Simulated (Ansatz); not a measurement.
Ge (lonsdaleite), relaxed with r2SCAN, was run in the PAW code Ansatz under altered settings. All numbers are computed, without spin polarisation but where a row says otherwise.

```
Ge
1.0
     3.99762    0.00000    0.00000
    -1.99881    3.46204    0.00000
     0.00000    0.00000    6.59282
Ge
4
Direct
  0.33333 0.66667 0.00037
  0.66667 0.33333 0.50037
  0.33333 0.66667 0.37463
  0.66667 0.33333 0.87463
```

The base run's other keys:
```yaml
kpoints:
  mp_grid: { grid: [6, 6, 2] }
hamiltonian:
  xc: hse06
scf:
  occupations: { method: fermi_dirac, width: 0.02 }
  n_extra_bands: 5
```

It takes 18 iterations with 1763 plane waves at 420 eV and 14 k points, and leaves a mean stress of +0.36 GPa. The gap over this mesh is 0.375 eV. It ran on 4 threads of Arm Neoverse N1, with other jobs on the host.

Outcomes, with energy and stress as changes against the base:
```
                                     setting            outcome  ΔF (meV/atom)  Δ mean stress (GPa)  gap on the mesh (eV)  iterations  wall time
PBE hybrid, exx coeff 0.05, omega 0.2078 1/Å  converged, warned              –                 +2.1                  none          18       31 s
   PBE hybrid, exx coeff 0.05, omega 0.1 1/Å  converged, warned              –                 +2.0                  none          17       31 s
          scf.occupations: fermi_dirac 0.001          converged            0.0                  0.0                 0.375          15       32 s
```
A dash marks a value that wasn't obtained or can't be compared. Stress is positive in compression. The base took 32 s. The base's mesh is coarse for a hybrid, so its own values aren't converged.

- PBE hybrid, exx coeff 0.05, omega 0.2078 1/Å. That is 5 % exact exchange, screened with ω = 0.2078 1/Å, against HSE06's 25 % screened at 0.208 1/Å. The mean stress moves by +2.1 GPa and the gap on the mesh by -0.375 eV (no gap is left). Totals of different functionals aren't comparable. Warned: filled band counts differ across k points.
- PBE hybrid, exx coeff 0.05, omega 0.1 1/Å. That is 5 % exact exchange, screened with ω = 0.1 1/Å, against HSE06's 25 % screened at 0.208 1/Å. The mean stress moves by +2.0 GPa and the gap on the mesh by -0.375 eV (no gap is left). Totals of different functionals aren't comparable. The program warns that on this mesh the truncation of the exchange isn't bounded, so part of the change can be an error of the mesh. Warned: filled band counts differ across k points.

Within 1 meV an atom, 0.1 GPa and 0.005 eV of the base stay: scf.occupations: fermi_dirac 0.001.

The runs are scalar-relativistic, without spin-orbit coupling.

The stress of a hybrid is loosely converged in these runs.

The meshes of the hybrids are coarse, so their gaps aren't converged to the digits shown.
